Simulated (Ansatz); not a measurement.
# Relaxing an invented Al₂Cu structure

Method: Ansatz, DFT PBE, scalar-relativistic, plane waves, PAW. Cutoff 420 eV, Gaussian smearing, Γ-centred meshes. Cell and atoms relax first on a coarse mesh, the cell is then made exact in the group found at 0.06 to 0.08 Å, and last on a converged mesh; the steps can't lower the symmetry of their start. No spin polarisation.

This trial cell of Al₂Cu was written down by chemical analogy (I4/mcm, No. 140). Its size is a guess.

```
CELL_PARAMETERS angstrom
-3.01500 3.01500 2.42500
3.01500 -3.01500 2.42500
3.01500 3.01500 -2.42500
ATOMIC_POSITIONS crystal
Al 0.65800 0.84200 0.50000
Al 0.15800 0.65800 0.81600
Al 0.84200 0.34200 0.18400
Al 0.34200 0.15800 0.50000
Cu 0.25000 0.25000 0.00000
Cu 0.75000 0.75000 0.00000
```

Formation energies are uncorrected and refer to the elements' standard structures at the same level.

Task: Where does the relaxation end?

Result: The symmetry stays I4/mcm (No. 140). The volume per atom grows by 1.4 %, from 14.7 to 14.9 Å³. The shortest distance stays 2.42 Å (Cu–Cu). Conventional cell: a = 6.084 Å, c = 4.832 Å. Around Al lie 4 Cu at 2.59 Å, 1 Al at 2.71 Å, 2 Al at 2.89 Å and 8 Al at 3.08–3.24 Å; around Cu lie 2 Cu at 2.42 Å and 8 Al at 2.59 Å.

```cif
data_structure
_symmetry_space_group_name_H-M 'I4/mcm'
_symmetry_Int_Tables_number 140
_cell_length_a 6.0840
_cell_length_b 6.0840
_cell_length_c 4.8317
_cell_angle_alpha 90.000
_cell_angle_beta 90.000
_cell_angle_gamma 90.000
_cell_volume 178.85
loop_
_atom_site_label
_atom_site_type_symbol
_atom_site_symmetry_multiplicity
_atom_site_Wyckoff_symbol
_atom_site_fract_x
_atom_site_fract_y
_atom_site_fract_z
_atom_site_occupancy
Al1 Al 8 h 0.84242 0.65758 0.50000 1
Cu1 Cu 4 a 0.00000 0.00000 0.75000 1
```

Task: Give its energy and gap.

Result:

* Energy over the elements: −0.16 eV/atom
* Gap on the 8×8×8 mesh of the 6-atom cell: 0 eV (a metal)

The last run used Gaussian smearing of 0.10 eV. A structure relaxed within its symmetry needn't be a true minimum. Another cell of the same search, in Fm-3m, lies 25 meV/atom lower, so this cell isn't the stable form at this level.
